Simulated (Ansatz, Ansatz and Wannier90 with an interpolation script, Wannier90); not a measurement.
# GaP (F-43m): what limits a Wannier interpolation of GW

Wanted: errors and cost of interpolated bands of GaP (F-43m) under coarser or faulty settings.

Calculated with Wannier90 4.0.3; maximally localised Wannier functions from the overlaps of LDA states (plane waves, PAW).

This is a report of a sequence of runs, with most program output left out.

**1. The starting structure**

The structure is cubic, space group F-43m (No. 216). The conventional cell has a = 5.451 Å, b = 5.451 Å, c = 5.451 Å, α = 90.00°, β = 90.00°, γ = 90.00°. Nearest to Ga lie 4 P at 2.36 Å. Nearest to P lie 4 Ga at 2.36 Å. Farther neighbours are not listed.

The cell and positions come from the Crystallography Open Database and are kept as given unless a step says otherwise.

**2. Wannier model on 16×16×16, by Wannier90**

Localised functions give a small Hamiltonian that interpolates between mesh points at no cost.

w.win reads:

```
num_iter = 1200
conv_tol = 1.0e-8
conv_window = 5
dis_num_iter = 4000
dis_conv_tol = 1.0e-8
dis_mix_ratio = 0.7
write_hr = true
use_ws_distance = false
num_print_cycles = 50
! ansatz wannier90 interface
! projections by site (counted from 0) and shell: 0 4S, 0 4P, 1 3P
! states of the run's bands (counted from 1): 1-17
num_bands = 17
num_wann  = 7
dis_win_min = -0.16
dis_win_max = 18.73
dis_froz_min = -0.16
dis_froz_max = 10.59
guiding_centres = true

begin unit_cell_cart
Ang
                      0.0                  2.72525                  2.72525
                  2.72525                      0.0                  2.72525
                  2.72525                  2.72525                      0.0
end unit_cell_cart

begin atoms_frac
Ga                       0.0                      0.0                      0.0
P                       0.75                     0.75                     0.75
end atoms_frac

mp_grid = 16 16 16

[... the mesh's points ...]
```

On the command line:

```sh
> OMP_NUM_THREADS=1 mpirun -n 8 wannier90.x w > wannier90.x.log
```

The job ended after 22 s (8 MPI ranks of Arm Neoverse V2, shared host).

This step gave:

```yaml
gauge_invariant_spread: 20.42 Å²
diagonal_spread: 0.3716 Å²
off_diagonal_spread: 5.217 Å²
total_spread: 26.01 Å²
disentanglement_steps: 324
r_m_s_interpolation_error: 0.001001 eV
r_m_s_error_near_the_gap: 0.001339 eV
```

Near the gap the model misses directly solved bands by 1.3 meV r.m.s. and by 5 meV at most in the window tested. This tests the starting bands, not the corrections carried with them.

**3. Wannier model on 16×16×16, by the program's own minimiser**

This step: maximally localised Wannier functions, LDA, plane waves, PAW.

input.yaml reads:

```yaml
crystal:
  lattice:
    - [0.0, 2.72525, 2.72525]
    - [2.72525, 0.0, 2.72525]
    - [2.72525, 2.72525, 0.0]
  atoms:
    - { symbol: Ga, position: [0.0, 0.0, 0.0] }
    - { symbol: P, position: [0.75, 0.75, 0.75] }
kpoints:
  mp_grid: { grid: [8, 8, 8] }
hamiltonian:
  xc: lda
scf:
  occupations: { method: fixed }
  n_extra_bands: 30
output:
  wannier:
    kmesh: [16, 16, 16]
    projections:
      - { species: Ga, l: s, shell: 4 }
      - { species: Ga, l: p, shell: 4 }
      - { species: P, l: p, shell: 3 }
    minimise: true
    write_hr: true
    seedname: w
    conv_tol: 1.0e-06
    max_iter: 20000
    stability_check: false
    disentanglement:
      window: [-0.16, 18.73]
      frozen_window: [-0.16, 10.59]
      conv_tol: 1.0e-08
```

On the command line:

```sh
> ansatz run input.yaml --threads 12 --pin off --max-ram 22118MiB --backend cpu --events-out ev --progress --plain --runs-dir out
```

Wall time 13 s (12 threads); peak memory 2.7 GiB.

This step gave:

```
gauge-invariant spread     : 20.42 Å²
diagonal spread            : 0.3721 Å²
off-diagonal spread        : 5.217 Å²
total spread               : 26.01 Å²
least projectability       : 0.1441
localisation steps         : 87
disentanglement steps      : 312
r.m.s. interpolation error : 9.99e-4 eV
r.m.s. error near the gap  : 0.001336 eV
```

Near the gap the model misses directly solved bands by 1.3 meV r.m.s. and by 5 meV at most in the window tested. This tests the starting bands, not the corrections carried with them.

Frozen up to 3.75 eV; above it the model need not follow the bands. The electronic bands at the labelled points (eV, zero at the valence-band top; v1 is the highest filled band, c1 the lowest empty one):

```csv
point,v3,v2,v1,c1,c2,c3,c4
Γ,0.00,0.00,0.00,1.61,3.79,3.79,3.79
halfway,-3.74,-1.70,-1.70,2.04,3.57,6.64,6.64
X,-6.85,-2.71,-2.71,1.50,1.68,10.43,10.43
halfway,-6.80,-3.28,-2.60,1.70,2.62,9.56,9.78
U,-6.64,-3.99,-2.28,2.04,4.78,8.21,8.83
jump to K,-6.64,-3.99,-2.28,2.04,4.78,8.21,8.83
halfway,-4.30,-2.49,-0.67,3.15,4.95,5.02,5.79
Γ,0.00,0.00,0.00,1.61,3.79,3.79,3.79
halfway,-3.94,-0.67,-0.67,1.99,4.70,4.70,6.35
L,-6.72,-1.13,-1.13,1.50,4.72,4.72,8.17
halfway,-6.50,-3.25,-1.96,3.33,4.21,6.41,8.15
W,-6.64,-3.62,-3.47,4.62,4.76,5.96,6.72
halfway,-6.75,-3.20,-3.13,2.63,2.81,8.47,9.00
X,-6.85,-2.71,-2.71,1.50,1.68,10.43,10.43
```

The same for Kohn-Sham, solved directly:

```
point     v3     v2     v1    c1    c2     c3     c4
    Γ   0.00   0.00   0.00  1.61  3.79   3.79   3.79
    X  -6.85  -2.71  -2.71  1.50  1.68  10.43  10.43
    U  -6.64  -3.99  -2.28  2.04  4.68   8.10   8.13
    K  -6.64  -3.99  -2.28  2.04  4.68   8.10   8.13
    Γ   0.00   0.00   0.00  1.61  3.79   3.79   3.79
    L  -6.72  -1.13  -1.13  1.50  4.62   4.62   8.05
    W  -6.64  -3.62  -3.47  4.59  4.76   5.96   6.00
    X  -6.85  -2.71  -2.71  1.50  1.68  10.43  10.43
```

**4. Wannier model on 8×8×8, by Wannier90**

This step: maximally localised Wannier functions from the overlaps of LDA states (plane waves, PAW).

Changes to w.win since step 2:

```diff
@@ -32,3 +32,3 @@
 
-mp_grid = 16 16 16
+mp_grid = 8 8 8
```

On the command line:

```sh
> OMP_NUM_THREADS=1 mpirun -n 8 wannier90.x w > wannier90.x.log
```

The job ended after 2.2 s (8 MPI ranks).

This step gave:

| Quantity | Value |
| --- | --- |
| gauge-invariant spread | 18.06 Å² |
| diagonal spread | 0.3307 Å² |
| off-diagonal spread | 5.259 Å² |
| total spread | 23.65 Å² |
| disentanglement steps | 106 |
| r.m.s. interpolation error | 0.01004 eV |
| r.m.s. error near the gap | 0.01348 eV |

Near the gap the model misses directly solved bands by 13.5 meV r.m.s. and by 99 meV at most in the window tested. This tests the starting bands, not the corrections carried with them.

Frozen up to 3.75 eV; above it the model need not follow the bands. Electronic bands along the path, in eV, zero at the valence-band top; v1 is the highest filled band, c1 the lowest empty one:

```
    point     v3     v2     v1    c1    c2     c3     c4
        Γ   0.00   0.00   0.00  1.61  3.79   3.79   3.79
  halfway  -3.74  -1.70  -1.70  2.04  3.57   6.64   6.64
        X  -6.85  -2.71  -2.71  1.50  1.68  10.43  10.43
  halfway  -6.79  -3.27  -2.60  1.68  2.66   9.48   9.86
        U  -6.64  -3.99  -2.28  2.04  4.87   8.21   8.85
jump to K  -6.64  -3.99  -2.28  2.04  4.87   8.21   8.85
  halfway  -4.30  -2.49  -0.68  3.16  4.95   5.06   5.85
        Γ   0.00   0.00   0.00  1.61  3.79   3.79   3.79
  halfway  -3.94  -0.67  -0.67  1.99  4.72   4.72   6.38
        L  -6.72  -1.13  -1.13  1.50  4.87   4.87   8.22
  halfway  -6.50  -3.25  -1.96  3.33  4.26   6.42   8.21
        W  -6.64  -3.62  -3.47  4.68  4.76   5.96   7.11
  halfway  -6.75  -3.20  -3.13  2.63  2.81   8.54   9.27
        X  -6.85  -2.71  -2.71  1.50  1.68  10.43  10.43
```

The same for Kohn-Sham, solved directly:

(Unchanged from step 3.)

**5. A faulty Wannier input**

Changes to w.win since step 4:

```diff
@@ -10,6 +10,6 @@
 ! ansatz wannier90 interface
-! projections by site (counted from 0) and shell: 0 4S, 0 4P, 1 3P
+! projections by site (counted from 0) and shell: 1 3P
 ! states of the run's bands (counted from 1): 1-17
 num_bands = 17
-num_wann  = 7
+num_wann  = 3
 dis_win_min = -0.16
```

Elapsed: 1.4 s, on 8 MPI ranks.

The run stopped with an error after 1.4 s.

The program's words: ERROR AT K-POINT    1 THERE ARE  4 BANDS INSIDE THE INNER WINDOW AND ONLY 3 TARGET BANDS dis_windows: More states in the frozen window than target WFs thus causing the job to be terminated. The first process to do so was:

The fault put into this input: trial orbitals that do not span the target bands.

**6. G0W0: 8×8×8 mesh, 186 empty bands, screening to 160 eV**

Now the one-shot GW correction: screening in the RPA, then the self-energy of the levels asked for.

This step: G0W0 on LDA, plane waves, PAW.

input.yaml, the sections that differ from step 3:

```yaml
scf:
  occupations: { method: fixed }
gw:
  n_empty_bands: 186
  ecut_chi: 160.0
  qp_bands: [v3, c4]
  screening: { model: contour_deformation }
# crystal, kpoints, hamiltonian: as in step 3
# output: removed
```

On the command line:

```sh
> ansatz run input.yaml --threads 12 --pin off --max-ram 22118MiB --backend cpu --events-out ev --progress --plain --runs-dir out
```

The job ended after 8.2 min (12 threads; peak memory 1.4 GiB).

The G0W0 gap on the mesh is 2.142 eV.

**7. G0W0: 4×4×4 mesh, 186 empty bands, screening to 160 eV**

Changes to input.yaml since step 6:

```diff
@@ -9,3 +9,3 @@
 kpoints:
-  mp_grid: { grid: [8, 8, 8] }
+  mp_grid: { grid: [4, 4, 4] }
 hamiltonian:
```

It took 16 s on 12 threads; peak memory 0.99 GiB; 72 s of CPU time.

The G0W0 gap on the mesh is 2.062 eV.

**8. G0W0: 8×8×8 mesh, 86 empty bands, screening to 96 eV**

input.yaml, the sections that differ from step 7:

```yaml
kpoints:
  mp_grid: { grid: [8, 8, 8] }
gw:
  n_empty_bands: 86
  ecut_chi: 96
  qp_bands: [v3, c4]
  screening: { model: contour_deformation }
# crystal, hamiltonian, scf: as in step 7
```

The job ended after 2.1 min (12 threads; peak memory 0.64 GiB; 9.4 min of CPU time).

The G0W0 gap on the mesh is 2.050 eV.

**9. G0W0: 8×8×8 mesh, 186 empty bands, screening to 160 eV, plasmon pole**

Changes to input.yaml since step 8:

```diff
@@ -15,5 +15,5 @@
 gw:
-  n_empty_bands: 86
-  ecut_chi: 96
+  n_empty_bands: 186
+  ecut_chi: 160.0
   qp_bands: [v3, c4]
-  screening: { model: contour_deformation }
+  screening: { model: godby_needs }
```

Run time: 4.9 min. Hardware: 12 threads; peak memory 2.9 GiB.

The G0W0 gap on the mesh is 2.097 eV.

**10. Interpolated results**

Times are wall times on 12 threads of Arm Neoverse V2, shared host, good to a factor of about two.

```csv
GW mesh,empty bands,cutoff (eV),frequency,gap on mesh (eV),gap over zone (eV),direct gap (eV),valence width (eV),GW time
8×8×8,186,160,contour deformation,2.142,2.136,2.569,6.770,8.2 min
4×4×4,186,160,contour deformation,2.062,2.042,2.561,6.777,16 s
8×8×8,86,96,contour deformation,2.050,2.050,2.618,6.797,2.1 min
8×8×8,186,160,plasmon pole,2.097,2.097,2.593,6.890,4.9 min
```

**11. Results**

| Property | Result |
| --- | --- |
| 8×8×8 mesh, 186 empty bands, screening to 160 eV | 2.14 eV |
| 4×4×4 mesh, 186 empty bands, screening to 160 eV | 2.04 eV |
| 8×8×8 mesh, 86 empty bands, screening to 96 eV | 2.05 eV |
| 8×8×8 mesh, 186 empty bands, screening to 160 eV, plasmon pole | 2.10 eV |

What this shows: The largest change, −0.09 eV in the gap over the zone, comes with 4×4×4 mesh, 186 empty bands, screening to 160 eV. The first run is a reference, not a converged one, and where a row moves several settings no single cause can be named. Rows on another GW mesh add that mesh's corrections to the bands of the one model. The program's own minimiser ends at the same spread as the first model, 26.0 Å², from the same trial orbitals; this need not be the lowest minimum. Coarser Wannier mesh (8×8×8): the miss near the gap goes from 1 (the model on 16×16×16) to 13 meV and the total spread from 26.0 to 23.6 Å². With 4×4×4 mesh, 186 empty bands, screening to 160 eV the gap over the zone moves by −0.09 eV and that on the mesh by −0.08 eV. With 8×8×8 mesh, 86 empty bands, screening to 96 eV the gap over the zone moves by −0.09 eV and that on the mesh by −0.09 eV. With 8×8×8 mesh, 186 empty bands, screening to 160 eV, plasmon pole the gap over the zone moves by −0.04 eV and that on the mesh by −0.05 eV. Gaps over the zone and on the mesh differ where an edge lies off the mesh, or where a GW run starts from another density: the starting gap over the zone is 1.438 eV, on the GW meshes it is 1.491 eV and 1.458 eV. The many-body steps are scalar-relativistic: spin-orbit coupling is not in them.

[Paths, hosts, dates, memory and timing lines, banners, echoed tables and standing remarks are left out of the program output.]

[Logs are printed without paths, hosts, clocks, repeated set-up lines and the standing remarks that a program may print on its own settings, such as how far it seeks lower states.]

[Runs of the session that timed out or met a known fault of the program may be left out.]

[Hosts, paths, dates, database ids (printed as entryN), source tags and the programs' standing remarks are cut or masked in the printed files.]
